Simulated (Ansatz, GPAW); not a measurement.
Given: the input of a run of GPAW 26.7.0 (ASE script) on Mo. 

run.py

```python
from ase.dft.bandgap import bandgap
from ase.io import read, write
from ase.units import Bohr, GPa
from gpaw import GPAW, PW
from gpaw.elf import elf_from_dft_calculation

atoms = read('Mo.xyz')

calc = GPAW(mode=PW(600),
            xc='PBE',
            kpts={'size': (12, 12, 12), 'gamma': True},
            occupations={'name': 'methfessel-paxton', 'order': 0, 'width': 0.020999999999999998},
            nbands=16,
            convergence={'density': 1e-05, 'energy': 1e-05},
            maxiter=150,
            txt='gpaw.txt')
atoms.calc = calc
energy = atoms.get_potential_energy()
forces = atoms.get_forces()
stress = atoms.get_stress()
calc.write('gs.gpw')
write('result.traj', atoms)
print(f'Energy: {energy:.6f} eV')
print('Forces (eV/A):')
print(forces.round(4))
print('Stress (GPa):', (stress / GPa).round(3))
print('Fermi level:', round(calc.get_fermi_level(), 4), 'eV')
print(f'Gap: {bandgap(calc)[0]:.4f} eV, direct: {bandgap(calc, direct=True)[0]:.4f} eV')

# fields on the real-space grid
write('density.cube', atoms, data=calc.get_pseudo_density() * Bohr**3)
write('potential.cube', atoms, data=calc.get_electrostatic_potential())
write('elf.cube', atoms, data=elf_from_dft_calculation(calc).data)
```

The input Mo.xyz:

```xyz
1
Lattice="-1.5838089719 1.5838089719 1.5838089719 1.5838089719 -1.5838089719 1.5838089719 1.5838089719 1.5838089719 -1.5838089719" Properties=species:S:1:pos:R:3 pbc="T T T"
Mo     0.0000000000      0.0000000000      0.0000000000
```

Potentials or basis: GPAW PAW data sets (gpaw-data 1.2.1), pw.

Run with:

```bash
$ OMP_NUM_THREADS=1 python run.py
```

Q: What does the same run look like in Ansatz 0.2.0? Potentials or basis there: all-electron LAPW, scalar-relativistic.

A: As run (cutoffs and basis follow the program's own potentials, and thresholds, step limits or extra output files can differ):

Contents of input.yaml:

```yaml
crystal:
  lattice:
    - [-1.5838089719, 1.5838089719, 1.5838089719]
    - [1.5838089719, -1.5838089719, 1.5838089719]
    - [1.5838089719, 1.5838089719, -1.5838089719]
  atoms:
    - { symbol: Mo, position: [0.0, 0.0, 0.0] }
kpoints:
  mp_grid: { grid: [12, 12, 12] }
scf:
  occupations: { method: gaussian, width: 0.021 }
hamiltonian:
  xc: pbe
  pseudopotentials: { kind: all_electron, lapw: { basis_error: 0.001 } }
output:
  forces: true
  stress: true
  eigenvalues: true
```

Potentials or basis: all-electron LAPW, scalar-relativistic.

Run with:

```console
$ ansatz run input.yaml --threads 1 --pin off --max-ram 3072MiB --backend cpu --events-out ev --progress --plain --runs-dir out
```

Both were run:

|  | GPAW | Ansatz |
| --- | --- | --- |
| Pressure | -2.3 GPa | -1.9 GPa |

Where Ansatz's input types no cutoff or centring, it takes its own default and a Γ-centred mesh.

Pressure is positive in compression.
